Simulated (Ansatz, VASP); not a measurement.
**Cu in VASP and in Ansatz**

File INCAR:

```
SYSTEM = Cu
PREC = Accurate
ENCUT = 600
EDIFF = 1E-7
ISMEAR = 0
SIGMA = 0.1
LREAL = .FALSE.
LASPH = .TRUE.
NELM = 60
ALGO = Normal
ISIF = 3
LWAVE = .FALSE.
LCHARG = .FALSE.
GGA = PE
IBRION = 2
NSW = 80
EDIFFG = -0.003
```

File KPOINTS:

```
regular mesh
0
G
  20 20 20
  0 0 0
```

File POSCAR:

```
Cu
1.0
    0.0000000000      1.8050000000      1.8050000000
    1.8050000000      0.0000000000      1.8050000000
    1.8050000000      1.8050000000      0.0000000000
Cu
1
Direct
    0.0000000000      0.0000000000      0.0000000000
```

Input for Ansatz:

```yaml
crystal:
  lattice:
    - [0.0, 1.805, 1.805]
    - [1.805, 0.0, 1.805]
    - [1.805, 1.805, 0.0]
  atoms:
    - { symbol: Cu, position: [0.0, 0.0, 0.0] }
scf:
  occupations: { method: gaussian, width: 0.1 }
output:
  forces: true
  stress: true
  eigenvalues: true
  write_density: true
  write_potential: true
  elf: true
  volumetric_format: npy
hamiltonian:
  xc: pbe
  pseudopotentials: { kind: paw, azcp: { folder: soft_1 } }
relax:
  f_tol: 0.003
  max_steps: 60
  cell: { stress_tol: 0.02 }
kpoints:
  mp_grid: { grid: [20, 20, 20] }
```

Alike in both runs: task relaxation of cell and atoms; functional PBE; k mesh 20 × 20 × 20; occupations gaussian, width 0.1 eV; no spin polarisation.

|  | VASP | Ansatz |
| --- | --- | --- |
| version | VASP 6.6.1 | Ansatz 0.2.0 |
| potentials or method | VASP PAW PBE potentials, release 64 (Cu) | scalar-relativistic, plane waves, PAW |
| plane-wave cutoff (eV) | 600 | 420 |
| valence electrons in the cell | 11 | 19 |

```tsv
	VASP	Ansatz	Ansatz less VASP
gap on the k mesh at the Fermi level, each at its own relaxed structure (eV)	none	none	-
relaxed volume (Å³/atom)	12.01	11.95	-0.058
relaxed cell length with the largest relative difference (Å)	2.570	2.566	-0.0041
energy change over the relaxation (meV/atom)	-2	-1	+0.9
```

A gap of «none» marks a metal or a gap that the smearing closes. The two sets of potentials don't hold the same shells in valence.
